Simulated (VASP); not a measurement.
Crystal: Mg.

```
CELL_PARAMETERS angstrom
-1.83599 1.83599 1.67940
1.83599 -1.83599 1.67940
1.83599 1.83599 -1.67940
ATOMIC_POSITIONS crystal
Mg 0.00000 0.00000 0.00000
```

This isn't the form of Mg at room conditions, which is hcp.

| Property | Result |
| --- | --- |
| Program | VASP 6.6.1 |
| Task | relaxation of cell and atoms |
| Functional | AM05 |
| Potentials or basis | VASP PAW PBE potentials, release 64 (Mg) |
| Cutoff | 600 eV |
| k mesh | 11 × 11 × 11 |
| Occupations | fermi-dirac, width 0.05 eV |
| Spin | no spin polarisation |

At the start: pressure -0.1 GPa; volume 22.64 Å³/atom.

Where does the relaxation end?

Over 13 steps the energy falls by 4.5 meV/atom and the volume is 22.47 Å³/atom (-0.8 %); space group Im-3m (No. 229, to 0.05 Å).

Step by step:
| step | energy change (eV) | largest force (eV/Å) | pressure (GPa) | volume (Å³) |
| --- | --- | --- | --- | --- |
| 1 | 0.0000 | 0.0000 | -0.06 | 22.64 |
| 2 | -0.0003 | 0.0000 | -0.03 | 22.62 |
| 3 | -0.0013 | 0.0000 | 0.05 | 22.53 |
| 4 | -0.0028 | 0.0000 | 0.26 | 22.36 |
| 5 | -0.0032 | 0.0000 | 0.86 | 21.99 |
| 6 | -0.0037 | 0.0000 | 0.56 | 22.16 |
| 7 | -0.0039 | 0.0000 | 0.49 | 22.19 |
| 8 | -0.0043 | 0.0000 | 0.28 | 22.31 |
| 9 | -0.0041 | 0.0000 | -0.10 | 22.53 |
| 10 | -0.0044 | 0.0000 | 0.14 | 22.39 |
| 11 | -0.0044 | 0.0000 | 0.15 | 22.38 |
| 12 | -0.0044 | 0.0000 | 0.12 | 22.40 |
| 13 | -0.0045 | 0.0000 | 0.00 | 22.47 |

Final structure:
```cif
data_structure
_symmetry_space_group_name_H-M 'P 1'
_symmetry_Int_Tables_number 1
_cell_length_a 3.0789
_cell_length_b 3.0789
_cell_length_c 3.0789
_cell_angle_alpha 109.458
_cell_angle_beta 109.458
_cell_angle_gamma 109.497
_cell_volume 22.47
loop_
_atom_site_label
_atom_site_type_symbol
_atom_site_fract_x
_atom_site_fract_y
_atom_site_fract_z
_atom_site_occupancy
Mg1 Mg 0.00000 0.00000 0.00000 1
```

Caveat: the PAW data sets were made with another functional, which shifts forces and pressure a little.
